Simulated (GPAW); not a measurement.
Here is a GPAW 26.7.0 calculation.

run.py

```python
import numpy as np
from ase.dft.bandgap import bandgap
from ase.io import read, write
from gpaw import GPAW, PW
from gpaw.spinorbit import soc_eigenstates

atoms = read('MoP.xyz')

calc = GPAW(mode=PW(600),
            xc={'name': 'optB88-vdW', 'backend': 'libvdwxc'},
            kpts={'size': (7, 7, 6), 'gamma': True},
            occupations={'name': 'fermi-dirac', 'width': 0.05},
            nbands=20,
            convergence={'density': 1e-05, 'energy': 1e-05},
            maxiter=150,
            legacy_gpaw=True,
            txt='gpaw.txt')
atoms.calc = calc
energy = atoms.get_potential_energy()
forces = atoms.get_forces()
calc.write('gs.gpw')
write('result.traj', atoms)
print(f'Energy: {energy:.6f} eV')
print('Forces (eV/A):')
print(forces.round(4))
print('Fermi level:', round(calc.get_fermi_level(), 4), 'eV')
print(f'Gap: {bandgap(calc)[0]:.4f} eV, direct: {bandgap(calc, direct=True)[0]:.4f} eV')

path = atoms.cell.bandpath('GMKGALHA,LM,KH', npoints=60, eps=1e-4)
bs_calc = calc.fixed_density(kpts=path, symmetry='off', nbands=30,
                             convergence={'bands': 'CBM+6.0', 'eigenstates': 1e-6}, txt='bands.txt')
bs = bs_calc.band_structure()
bs.write('bs.json')
print(f'Gap on the path: {bandgap(bs_calc)[0]:.4f} eV')

soc = soc_eigenstates(bs_calc, theta=54.7, phi=45)
np.savetxt('soc_bands.dat', soc.eigenvalues(), fmt='%.4f')
mesh = soc_eigenstates('gs.gpw', theta=54.7, phi=45)
np.savetxt('soc_mesh.dat', mesh.eigenvalues(), fmt='%.4f')
print('Fermi level with spin-orbit coupling:', round(mesh.fermi_level, 4), 'eV')
```

MoP.xyz

```xyz
2
Lattice="3.2230000000 0.0000000000 0.0000000000 -1.6115000000 2.7911998764 0.0000000000 0.0000000000 0.0000000000 3.1910000000" Properties=species:S:1:pos:R:3 pbc="T T T"
Mo     0.0000000000      0.0000000000      0.0000000000
P     -0.0000000002      1.8607999177      1.5955000000
```

Potentials or basis: GPAW PAW data sets (gpaw-data 1.2.1), pw.

Run with:

```sh
$ OMP_NUM_THREADS=1 python run.py
```

Task: Estimate the band gap along the path.

Result: None (metal or under the smearing width).

Levels at the corners of the path, in eV from the Fermi level:
```
point  band 15  band 16  band 17  band 18  band 19  band 20  band 21  band 22
    Γ    -3.14    -3.14    -0.63    -0.63     0.28     0.28     0.38     0.38
    M    -3.52    -3.52    -1.19    -1.19    -0.35    -0.35     1.75     1.75
    K    -3.67    -3.63    -1.45    -1.37    -0.10     0.06     0.76     0.77
    Γ    -3.14    -3.14    -0.63    -0.63     0.28     0.28     0.38     0.38
    A    -2.59    -2.59    -1.62    -1.62    -1.48    -1.48     1.35     1.35
    L    -4.30    -4.30    -0.87    -0.87     1.46     1.46     1.84     1.84
    H    -3.13    -3.10    -1.20    -1.14     1.55     1.56     3.25     3.35
    A    -2.59    -2.59    -1.62    -1.62    -1.48    -1.48     1.35     1.35
    L    -4.30    -4.30    -0.87    -0.87     1.46     1.46     1.84     1.84
    M    -3.52    -3.52    -1.19    -1.19    -0.35    -0.35     1.75     1.75
    K    -3.67    -3.63    -1.45    -1.37    -0.10     0.06     0.76     0.77
    H    -3.13    -3.10    -1.20    -1.14     1.55     1.56     3.25     3.35
```

Caveat: spin-orbit coupling was added after a scalar SCF, so levels and gaps hold it while energy, forces, pressure and moments don't; this program's spin-orbit splittings come out too wide for heavy elements; the PAW data sets were made with another functional, which shifts forces and pressure a little.
